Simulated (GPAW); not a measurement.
# CdS (Greenockite) (P6_3mc) in GPAW: a series of runs

The runs below take CdS (Greenockite) through dielectric tensor, with RPBE, PBE.

All numbers are computed with GPAW 26.7.0; they aren't measurements. Logs are shortened: lines on timing, memory, paths and dates and some standing lists are left out, and cuts for length are marked. The log counts tension as positive stress, the text compression.

### Step 1. Starting point

The structure is hexagonal, space group P6_3mc (No. 186). The conventional cell has a = 4.150 Å, b = 4.150 Å, c = 6.737 Å, α = 90.00°, β = 90.00°, γ = 120.00°. Cd (site symmetry 3m) is surrounded by 4 S at 2.53 to 2.54 Å. S (site symmetry 3m) has 4 Cd at 2.53 to 2.54 Å as nearest neighbours.

### Step 2. Dielectric tensor, RPBE

Input file run.py:

```python
import numpy as np
from ase.dft.bandgap import bandgap
from ase.io import read, write
from gpaw import GPAW, PW
from gpaw.response.df import DielectricFunction

atoms = read('CdS.xyz')

calc = GPAW(mode=PW(450),
            xc='RPBE',
            kpts={'size': (6, 6, 3), 'gamma': True},
            occupations={'name': 'fermi-dirac', 'width': 0.001},
            nbands=31,
            convergence={'density': 1e-06},
            maxiter=150,
            txt='gpaw.txt')
atoms.calc = calc
energy = atoms.get_potential_energy()
calc.write('gs.gpw')
write('result.traj', atoms)
print(f'Energy: {energy:.6f} eV')
print('Fermi level:', round(calc.get_fermi_level(), 4), 'eV')
print(f'Gap: {bandgap(calc)[0]:.4f} eV, direct: {bandgap(calc, direct=True)[0]:.4f} eV')

for size in [(9, 9, 5)]:
    name = 'x'.join(str(n) for n in size)
    dense = calc.fixed_density(kpts={'size': size, 'gamma': True},
                               nbands=64, convergence={'bands': 58, 'eigenstates': 1e-7},
                               update_fermi_level=True, txt=f'dense-{name}.txt')
    dense.write(f'{name}.gpw', mode='all')
    df = DielectricFunction(f'{name}.gpw', frequencies=np.array([0.0]), hilbert=False, eta=0.001,
                            ecut=80, nbands=58, intraband=False, txt=f'df-{name}.txt')
    for xc in ['RPA']:
        for direction in ['x', 'y', 'z', [0, 1, 1], [1, 0, 1], [1, 1, 0]]:
            e0, e = df.get_macroscopic_dielectric_constant(xc=xc, direction=direction)
            print(f'{name} {xc} {direction}: {e0:.4f} without, {e:.4f} with local fields')
```

Input file CdS.xyz:

```xyz
4
Lattice="4.1500000000 0.0000000000 0.0000000000 -2.0750000000 3.5940054257 0.0000000000 0.0000000000 0.0000000000 6.7370000000" Properties=species:S:1:pos:R:3 pbc="T T T"
Cd     2.0750000002      1.1980018084      3.3685000000
Cd    -0.0000000002      2.3960036173      0.0000000000
S      2.0750000002      1.1980018084      5.8948750000
S     -0.0000000002      2.3960036173      2.5263750000
```

Potentials or basis: the program's PAW data sets (release 1.2.1) made for this functional, pw.

Launch:

```bash
OMP_NUM_THREADS=1 python run.py
```

gpaw.txt:

```text
__  _  _
 | _ |_)|_||  |
 |__||  | ||/\| - 26.7.0

Input parameters:
  mode=PW(ecut=450.00000000000006),
  convergence={'density': 1e-06},
  kpts=MonkhorstPack(size=(6, 6, 3), gamma=True),
  maxiter=150,
  nbands=31,
  occupations=Occupations(name='fermi-dirac', width=0.001),
  xc=XC(name='RPBE')

Diagonalizing LCAO Hamiltonian
Converting LCAO to pw mode

            S

            Cd
        S

        Cd

Atoms  # Å, Bohr magnetons
|   | symbol |         x |        y |        z |    initial magnetic moments |
|---|--------|-----------|----------|----------|-----------------------------|
| 0 |     Cd |  2.075000 | 1.198002 | 3.368500 | ( 0.0000,  0.0000,  0.0000) |
| 1 |     Cd | -0.000000 | 2.396004 | 0.000000 | ( 0.0000,  0.0000,  0.0000) |
| 2 |      S |  2.075000 | 1.198002 | 5.894875 | ( 0.0000,  0.0000,  0.0000) |
| 3 |      S | -0.000000 | 2.396004 | 2.526375 | ( 0.0000,  0.0000,  0.0000) |

Unit cell  # Å
| periodic |         x |        y |        z |  lengths |     angles |
|----------|-----------|----------|----------|----------|------------|
|      yes |  4.150000 | 0.000000 | 0.000000 | 4.150000 |  90.000000 |
|      yes | -2.075000 | 3.594005 | 0.000000 | 4.150000 |  90.000000 |
|      yes |  0.000000 | 0.000000 | 6.737000 | 6.737000 | 120.000000 |

Number of symmetries: 6
Symmetry operations  # r_c * U_cc + t_c -> r_c
|   | kind |            matrix            |
|---|------|------------------------------|
| 0 |  σ   |  1, 1, 0,  0,-1, 0,  0, 0, 1 |
| 1 |  E   |  1, 0, 0,  0, 1, 0,  0, 0, 1 |
| 2 |  C3  |  0, 1, 0, -1,-1, 0,  0, 0, 1 |
| 3 |  σ   |  0,-1, 0, -1, 0, 0,  0, 0, 1 |
| 4 |  σ   | -1, 0, 0,  1, 1, 0,  0, 0, 1 |
| 5 |  C3  | -1,-1, 0,  1, 0, 0,  0, 0, 1 |

BZ-sampling:
  Number of BZ points: 108
  Number of IBZ points: 17

  Monkhorst-Pack size: [6, 6, 3]
  Monkhorst-Pack shift: [0.08333333333333333, 0.08333333333333333, 0.0]

K-points  # in reciprocal-cell coordinates
|     |                                coordinates |     weight |
|-----|--------------------------------------------|------------|
|   0 | (  0.00000000,   0.00000000,   0.00000000) | 0.00925926 |
|   1 | (  0.00000000,   0.00000000,   0.33333333) | 0.01851852 |
|   2 | (  0.16666667,   0.00000000,  -0.33333333) | 0.05555556 |
|   3 | (  0.16666667,   0.00000000,   0.00000000) | 0.05555556 |
|   4 | (  0.16666667,   0.00000000,   0.33333333) | 0.05555556 |
|   5 | (  0.33333333,  -0.16666667,   0.00000000) | 0.05555556 |
|   6 | (  0.33333333,  -0.16666667,   0.33333333) | 0.11111111 |
|   7 | (  0.33333333,   0.00000000,  -0.33333333) | 0.05555556 |
|   8 | (  0.33333333,   0.00000000,   0.00000000) | 0.05555556 |
|   9 | (  0.33333333,   0.00000000,   0.33333333) | 0.05555556 |
| ... |                                            |            |
|  16 | (  0.50000000,   0.50000000,   0.33333333) | 0.05555556 |

Plane wave coefficients: 2190
Cutoff: 450.00000000000006 eV

Spin-components: 1 (collinear spins)
Bands:           31
Projectors:      22
Spin-degeneracy: 2
Datatype:        complex128

Parallelization:
  kpt:    1
  domain: 1
  band:   1

Density:
  Valence electrons: 36.0
  Components: 1
  Grid points: [21 21 35]
  Charge: 0.0  # |e|

Potential:
  Grid points: [21 21 35]

species:
  Cd:
    name:    Cadmium
    Z:       48.0
    valence: 12
    core:    36
    charge:  0.0  # [|e|]
    compensation charges:
      type: gauss
      rc: 0.38  # [Å]
      lmax: 2
    cutoffs:
      filter: 2.12  # [Å]
      core: 2.62  # [Å]
    projectors
    | kind |    occ | energy [eV] | rcut [Å] |
    |------|--------|-------------|----------|
    |   5s |  2.000 |      -5.542 |    1.191 |
    |   5p |  0.000 |      -1.167 |    1.228 |
    |   4d | 10.000 |     -11.705 |    1.164 |
    |    s |        |      21.670 |    1.191 |
    |    p |        |      26.044 |    1.228 |
    |    d |        |      15.507 |    1.164 |

    Using partial waves for Cd as LCAO basis

  S:
    name:    Sulfur
    Z:       16.0
    valence: 6
    core:    10
    charge:  0.0  # [|e|]
    compensation charges:
      type: gauss
      rc: 0.24  # [Å]
      lmax: 2
    cutoffs:
      filter: 1.77  # [Å]
      core: 1.66  # [Å]
    projectors
    | kind |    occ | energy [eV] | rcut [Å] |
    |------|--------|-------------|----------|
    |   3s |  2.000 |     -17.247 |    0.974 |
    |   3p |  4.000 |      -6.991 |    0.979 |
    |    s |        |       9.964 |    0.974 |
    |    p |        |      20.220 |    0.979 |
    |    d |        |       0.000 |    0.900 |

    Using partial waves for S as LCAO basis

Reference energy: -326086.288313  # eV

eigensolver:
  PPCG
  Converge bands: occupied
  niter=2

density mixing:
  MSR1-Mixer
  Pratt-step length: 0.05
  Maximum mixing coefficient: 0.75
  Old densities: 10
  SVD Regularization: 0.005
  Good broyden scale: 1.0
  Trust region scale: 1.0
  Backstep threshold: 4.0
  History deletion threshold: 6.0
  Fourier metric: weight=20.0, sigma=0.015

occupation numbers:
  Fermi-Dirac:
    width: 0.0010  # eV

poisson solver:
  ecut: 3600.0000000000005  # eV

xc functional:
  name: RPBE with 2 nearest neighbor stencil

convergence criteria:
- Maximum integral of absolute [dens]ity change: 1e-06 electrons / valence electron
- Maximum [total energy] change in last 3 cyles: 0.0005 eV / valence electron
- Maximum integral of absolute [eigenst]ate change: 4e-08 eV^2 / valence electron
maximum number of iterations: 150

SCF iterations
|iter     | |      energy | eigst |  dens |
|---------|-|-------------|-------|-------|
|iter:   1| |  -12.330789 | -0.51 |       |
|iter:   2| |  -12.093051 | -2.18 | -1.10 |
|iter:   3| |  -11.272062 | -1.34 | -1.14 |
|iter:   4| |  -11.275304 | -3.22 | -1.73 |
|iter:   5| |  -11.276487c| -3.69 | -2.14 |
|iter:   6| |  -11.276653c| -4.99 | -2.97 |
|iter:   7| |  -11.276690c| -6.00 | -3.42 |
|iter:   8| |  -11.276691c| -7.28 | -4.33 |
|iter:   9| |  -11.276691c| -7.51c| -4.70 |
|iter:  10| |  -11.276691c| -7.74c| -4.98 |
|iter:  11| |  -11.276691c| -8.58c| -5.63 |
|iter:  12| |  -11.276691c| -9.31c| -5.98 |
|iter:  13| |  -11.276691c| -9.68c| -6.33c|

Converged in 13 steps
Energy contributions relative to reference atoms: (reference = -326086.288313)

Energy contributions:
  Kinetic:          42.417938
  Coulomb:         -38.146602
  Zero:              0.307570
  External:          0.000000
  Xc:              -15.855596
  Entropy:          -0.000000
  Spinorbit:         0.000000
  ----------------------------
  Free energy:     -11.276691
  Extrapolated:    -11.276691

dipole moment: (-0.000004, -0.000020, -18.947147)  # |e|*Ang

Fermi level: 3.752
Eigenvalues  # (at kpt = [0.000, 0.000, 0.000])
| band index |      eig [eV] | occ [0-2] |
|------------|---------------|-----------|
|          0 |        -8.704 |     2.000 |
|        ... |               |           |
|         10 |        -3.540 |     2.000 |
|         11 |        -3.200 |     2.000 |
|         12 |        -0.702 |     2.000 |
|         13 |         2.826 |     2.000 |
|         14 |         2.826 |     2.000 |
|         15 |         3.541 |     2.000 |
[... 8 lines left out ...]
|         24 |        11.191 |     0.000 |
|         25 |        11.469 |     0.000 |
|        ... |               |           |
|         30 |        15.203 |     0.000 |

Gap: 1.363 eV
Transition (v -> c):
  (s=0, k=0, n=17, [0.00, 0.00, 0.00]) -> (s=0, k=0, n=18, [0.00, 0.00, 0.00])
No difference between direct/indirect transitions
# Writing to gs.gpw (mode='')
```

Wall time 2.7 min (1 thread of Intel Xeon at 2.60GHz (Ice Lake), shared host); peak memory 0.47 GiB.

What came out:

```
Free energy                             : -11.2767 eV
Band gap on the k mesh                  : 1.36 eV, direct
Electronic dielectric tensor (diagonal) : 5.37, 5.37, 5.46
```

Electronic dielectric tensor:
```
5.37 0.00 0.00
0.00 5.37 0.00
0.00 0.00 5.46
```

Caveat: the long-wavelength limit can be off by several per cent where d states take part; an odd mesh through Γ misses points on the zone boundary, where band edges often lie.

### Step 3. Dielectric tensor, PBE

This run uses another cell than the first one, of 24.37 Å³/atom, 0.970 times its volume.

run.py: that of step 2 with these lines changed.

```diff
@@ -1,4 +1,5 @@
 import numpy as np
+from ase import Atoms
 from ase.dft.bandgap import bandgap
-from ase.io import read, write
+from ase.io import write
 from gpaw import GPAW, PW
@@ -6,6 +7,14 @@
 
-atoms = read('CdS.xyz')
+atoms = Atoms(['Cd', 'Cd', 'S', 'S'],
+              cell=[[4.15, 0.0, 0.0],
+                    [-2.075, 3.59400543, 0.0],
+                    [0.0, 0.0, 6.53489]],
+              scaled_positions=[[0.6666666667, 0.3333333333, 0.5],
+                                [0.3333333333, 0.6666666667, 0.0],
+                                [0.6666666667, 0.3333333333, 0.875],
+                                [0.3333333333, 0.6666666667, 0.375]],
+              pbc=True)
 
 calc = GPAW(mode=PW(450),
-            xc='RPBE',
+            xc='PBE',
             kpts={'size': (6, 6, 3), 'gamma': True},
@@ -24,3 +33,3 @@
 
-for size in [(9, 9, 5)]:
+for size in [(12, 12, 6)]:
     name = 'x'.join(str(n) for n in size)
```

Potentials or basis: GPAW PAW data sets (gpaw-data 1.2.1), pw.

Launch:

```bash
OMP_NUM_THREADS=1 python run.py
```

gpaw.txt:

```text
__  _  _
 | _ |_)|_||  |
 |__||  | ||/\| - 26.7.0

Input parameters:
  mode=PW(ecut=450.00000000000006),
  convergence={'density': 1e-06},
  kpts=MonkhorstPack(size=(6, 6, 3), gamma=True),
  maxiter=150,
  nbands=31,
  occupations=Occupations(name='fermi-dirac', width=0.001),
  xc=XC(name='PBE')

Diagonalizing LCAO Hamiltonian
Converting LCAO to pw mode

            S

            Cd
        S

        Cd

Atoms  # Å, Bohr magnetons
|   | symbol |         x |        y |        z |    initial magnetic moments |
|---|--------|-----------|----------|----------|-----------------------------|
| 0 |     Cd |  2.075000 | 1.198002 | 3.267445 | ( 0.0000,  0.0000,  0.0000) |
| 1 |     Cd | -0.000000 | 2.396004 | 0.000000 | ( 0.0000,  0.0000,  0.0000) |
| 2 |      S |  2.075000 | 1.198002 | 5.718029 | ( 0.0000,  0.0000,  0.0000) |
| 3 |      S | -0.000000 | 2.396004 | 2.450584 | ( 0.0000,  0.0000,  0.0000) |

Unit cell  # Å
| periodic |         x |        y |        z |  lengths |     angles |
|----------|-----------|----------|----------|----------|------------|
|      yes |  4.150000 | 0.000000 | 0.000000 | 4.150000 |  90.000000 |
|      yes | -2.075000 | 3.594005 | 0.000000 | 4.150000 |  90.000000 |
|      yes |  0.000000 | 0.000000 | 6.534890 | 6.534890 | 120.000000 |

Number of symmetries: 2
Symmetry operations  # r_c * U_cc + t_c -> r_c
|   | kind |            matrix            |
|---|------|------------------------------|
| 0 |  E   |  1, 0, 0,  0, 1, 0,  0, 0, 1 |
| 1 |  σ   | -1, 0, 0,  1, 1, 0,  0, 0, 1 |

BZ-sampling:
  Number of BZ points: 108
  Number of IBZ points: 34

  Monkhorst-Pack size: [6, 6, 3]
  Monkhorst-Pack shift: [0.08333333333333333, 0.08333333333333333, 0.0]

K-points  # in reciprocal-cell coordinates
|     |                                coordinates |     weight |
|-----|--------------------------------------------|------------|
|   0 | (  0.00000000,   0.00000000,   0.00000000) | 0.00925926 |
|   1 | (  0.00000000,   0.00000000,   0.33333333) | 0.01851852 |
|   2 | (  0.00000000,   0.16666667,  -0.33333333) | 0.01851852 |
|   3 | (  0.00000000,   0.16666667,   0.00000000) | 0.01851852 |
|   4 | (  0.00000000,   0.16666667,   0.33333333) | 0.01851852 |
|   5 | (  0.00000000,   0.33333333,  -0.33333333) | 0.01851852 |
|   6 | (  0.00000000,   0.33333333,   0.00000000) | 0.01851852 |
|   7 | (  0.00000000,   0.33333333,   0.33333333) | 0.01851852 |
|   8 | (  0.00000000,   0.50000000,   0.00000000) | 0.00925926 |
|   9 | (  0.00000000,   0.50000000,   0.33333333) | 0.01851852 |
| ... |                                            |            |
|  33 | (  0.50000000,   0.50000000,   0.33333333) | 0.03703704 |

Plane wave coefficients: 2127
Cutoff: 450.00000000000006 eV

Spin-components: 1 (collinear spins)
Bands:           31
Projectors:      22
Spin-degeneracy: 2
Datatype:        complex128

Parallelization:
  kpt:    1
  domain: 1
  band:   1

Density:
  Valence electrons: 36.0
  Components: 1
  Grid points: [21 21 32]
  Charge: 0.0  # |e|

Potential:
  Grid points: [21 21 32]

species:
  Cd:
    name:    Cadmium
    Z:       48.0
    valence: 12
    core:    36
    charge:  0.0  # [|e|]
    compensation charges:
      type: gauss
      rc: 0.38  # [Å]
      lmax: 2
    cutoffs:
      filter: 2.12  # [Å]
      core: 2.62  # [Å]
    projectors
    | kind |    occ | energy [eV] | rcut [Å] |
    |------|--------|-------------|----------|
    |   5s |  2.000 |      -5.655 |    1.191 |
    |   5p |  0.000 |      -1.186 |    1.228 |
    |   4d | 10.000 |     -11.739 |    1.164 |
    |    s |        |      21.556 |    1.191 |
    |    p |        |      26.026 |    1.228 |
    |    d |        |      15.473 |    1.164 |

    Using partial waves for Cd as LCAO basis

  S:
    name:    Sulfur
    Z:       16.0
    valence: 6
    core:    10
    charge:  0.0  # [|e|]
    compensation charges:
      type: gauss
      rc: 0.24  # [Å]
      lmax: 2
    cutoffs:
      filter: 1.77  # [Å]
      core: 1.66  # [Å]
    projectors
    | kind |    occ | energy [eV] | rcut [Å] |
    |------|--------|-------------|----------|
    |   3s |  2.000 |     -17.254 |    0.974 |
    |   3p |  4.000 |      -7.008 |    0.979 |
    |    s |        |       9.957 |    0.974 |
    |    p |        |      20.203 |    0.979 |
    |    d |        |       0.000 |    0.900 |

    Using partial waves for S as LCAO basis

Reference energy: -326061.476468  # eV

eigensolver:
  PPCG
  Converge bands: occupied
  niter=2

density mixing:
  MSR1-Mixer
  Pratt-step length: 0.05
  Maximum mixing coefficient: 0.75
  Old densities: 10
  SVD Regularization: 0.005
  Good broyden scale: 1.0
  Trust region scale: 1.0
  Backstep threshold: 4.0
  History deletion threshold: 6.0
  Fourier metric: weight=20.0, sigma=0.015

occupation numbers:
  Fermi-Dirac:
    width: 0.0010  # eV

poisson solver:
  ecut: 3600.0000000000005  # eV

xc functional:
  name: PBE with 2 nearest neighbor stencil

convergence criteria:
- Maximum integral of absolute [dens]ity change: 1e-06 electrons / valence electron
- Maximum [total energy] change in last 3 cyles: 0.0005 eV / valence electron
- Maximum integral of absolute [eigenst]ate change: 4e-08 eV^2 / valence electron
maximum number of iterations: 150

SCF iterations
|iter     | |      energy | eigst |  dens |
|---------|-|-------------|-------|-------|
|iter:   1| |  -13.530869 | -0.45 |       |
|iter:   2| |  -13.308260 | -2.14 | -1.12 |
|iter:   3| |  -12.516189 | -1.38 | -1.16 |
|iter:   4| |  -12.511431 | -3.24 | -1.73 |
|iter:   5| |  -12.510521c| -3.67 | -2.17 |
|iter:   6| |  -12.510608c| -5.02 | -2.87 |
|iter:   7| |  -12.510620c| -6.29 | -3.50 |
|iter:   8| |  -12.510620c| -7.62c| -4.46 |
|iter:   9| |  -12.510620c| -7.90c| -4.92 |
|iter:  10| |  -12.510620c| -8.13c| -5.25 |
|iter:  11| |  -12.510620c| -8.88c| -5.88 |
|iter:  12| |  -12.510620c| -9.46c| -6.28c|

Converged in 12 steps
Energy contributions relative to reference atoms: (reference = -326061.476468)

Energy contributions:
  Kinetic:          41.618151
  Coulomb:         -37.145414
  Zero:              0.275533
  External:          0.000000
  Xc:              -17.258890
  Entropy:          -0.000000
  Spinorbit:         0.000000
  ----------------------------
  Free energy:     -12.510620
  Extrapolated:    -12.510620

dipole moment: (-0.000009, -0.000016, -18.117438)  # |e|*Ang

Fermi level: 3.990
Eigenvalues  # (at kpt = [0.000, 0.000, 0.000])
| band index |      eig [eV] | occ [0-2] |
|------------|---------------|-----------|
|          0 |        -8.709 |     2.000 |
|        ... |               |           |
|         10 |        -3.388 |     2.000 |
|         11 |        -2.994 |     2.000 |
|         12 |        -0.746 |     2.000 |
|         13 |         2.883 |     2.000 |
|         14 |         2.883 |     2.000 |
|         15 |         3.770 |     2.000 |
[... 8 lines left out ...]
|         24 |        11.299 |     0.000 |
|         25 |        11.779 |     0.000 |
|        ... |               |           |
|         30 |        15.256 |     0.000 |

Gap: 1.264 eV
Transition (v -> c):
  (s=0, k=0, n=17, [0.00, 0.00, 0.00]) -> (s=0, k=0, n=18, [0.00, 0.00, 0.00])
No difference between direct/indirect transitions
# Writing to gs.gpw (mode='')
```

Wall time 10 min (1 thread of AMD EPYC 7B13 (Zen 3), shared host); peak memory 1 GiB.

What came out:

- Free energy: -12.5106 eV
- Band gap on the k mesh: 1.26 eV, direct
- Electronic dielectric tensor (diagonal): 5.62, 5.62, 5.65

Electronic dielectric tensor:
```
5.62 0.00 0.00
0.00 5.62 0.00
0.00 0.00 5.65
```

Caveat: the long-wavelength limit can be off by several per cent where d states take part.

(Part 1 of 2 ends here.)
